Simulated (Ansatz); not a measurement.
A relaxation computed with Ansatz, from input to last step.

```yaml
crystal:
  lattice:
    - [3.1465170048, 0.0, 0.0]
    - [-1.5732585024, 2.7249636596, 0.0]
    - [0.0, 0.0, 4.8724850897]
  atoms:
    - { symbol: Ga, position: [0.3333333333, 0.6666666667, 0.25] }
    - { symbol: Ga, position: [0.6666666667, 0.3333333333, 0.75] }
basis:
  ecutwfc: 420
kpoints:
  mp_grid: { grid: [15, 15, 10] }
hamiltonian:
  xc: pbe
  dispersion: d3bj
scf:
  occupations: { method: gaussian, width: 0.1 }
output:
  forces: true
  stress: true
  eigenvalues: true
relax:
  adjacent_minimum: "off"
  f_tol: 0.01
  max_steps: 60
  cell: { stress_tol: 0.1 }
```

```bash
ansatz run input.yaml --threads 1 --pin off --max-ram 2560MiB --backend cpu --events-out ev --progress --plain --runs-dir out
```

Level of theory: DFT PBE+D3(BJ), scalar-relativistic, plane waves, PAW (Ansatz).

Of 6 frames 6 are shown, positions in Å and forces in eV/Å; the SCF threshold varies from step to step. Steps run on the plane waves of an earlier cell, with a Pulay correction in the pressure. The basis is chosen afresh for the last frame, the zero of the energies, and at times for earlier ones too; energy and pressure step there, also at an unchanged geometry.

```xyz
2
Lattice="3.1465 0.0000 0.0000 -1.5733 2.7250 0.0000 0.0000 0.0000 4.8725" Properties=species:S:1:pos:R:3:forces:R:3 pbc="T T T" step=1 free_energy_over_end_meV_per_atom=57.66 pressure_GPa=-5.39
Ga    0.0000    1.8166    1.2181    0.0000    0.0000    0.0000
Ga    1.5733    0.9083    3.6544    0.0000    0.0000    0.0000
2
Lattice="3.0099 0.0000 0.0000 -1.5050 2.6067 0.0000 0.0000 0.0000 4.7155" Properties=species:S:1:pos:R:3:forces:R:3 pbc="T T T" step=2 free_energy_over_end_meV_per_atom=3.28 pressure_GPa=-1.08
Ga    0.0000    1.7378    1.1789    0.0000    0.0000    0.0000
Ga    1.5050    0.8689    3.5366    0.0000    0.0000    0.0000
2
Lattice="2.9442 0.0000 0.0000 -1.4721 2.5497 0.0000 0.0000 0.0000 4.7489" Properties=species:S:1:pos:R:3:forces:R:3 pbc="T T T" step=3 free_energy_over_end_meV_per_atom=-0.25 pressure_GPa=0.82
Ga    0.0000    1.6998    1.1872    0.0000    0.0000    0.0000
Ga    1.4721    0.8499    3.5617    0.0000    0.0000    0.0000
2
Lattice="2.9566 0.0000 0.0000 -1.4783 2.5605 0.0000 0.0000 0.0000 4.7717" Properties=species:S:1:pos:R:3:forces:R:3 pbc="T T T" step=4 free_energy_over_end_meV_per_atom=-0.83 pressure_GPa=0.06
Ga    0.0000    1.7070    1.1929    0.0000    0.0000    0.0000
Ga    1.4783    0.8535    3.5788    0.0000    0.0000    0.0000
2
Lattice="2.9556 0.0000 0.0000 -1.4778 2.5596 0.0000 0.0000 0.0000 4.7796" Properties=species:S:1:pos:R:3:forces:R:3 pbc="T T T" step=5 free_energy_over_end_meV_per_atom=-0.84 pressure_GPa=0.00
Ga    0.0000    1.7064    1.1949    0.0000    0.0000    0.0000
Ga    1.4778    0.8532    3.5847    0.0000    0.0000    0.0000
2
Lattice="2.9556 0.0000 0.0000 -1.4778 2.5596 0.0000 0.0000 0.0000 4.7796" Properties=species:S:1:pos:R:3:forces:R:3 pbc="T T T" step=6 free_energy_over_end_meV_per_atom=0.00 pressure_GPa=0.00
Ga    0.0000    1.7064    1.1949    0.0000    0.0000    0.0000
Ga    1.4778    0.8532    3.5847    0.0000    0.0000    0.0000
```

Time: 62 s on 1 thread of Arm Neoverse N1 (shared host), peak memory 0.39 GiB.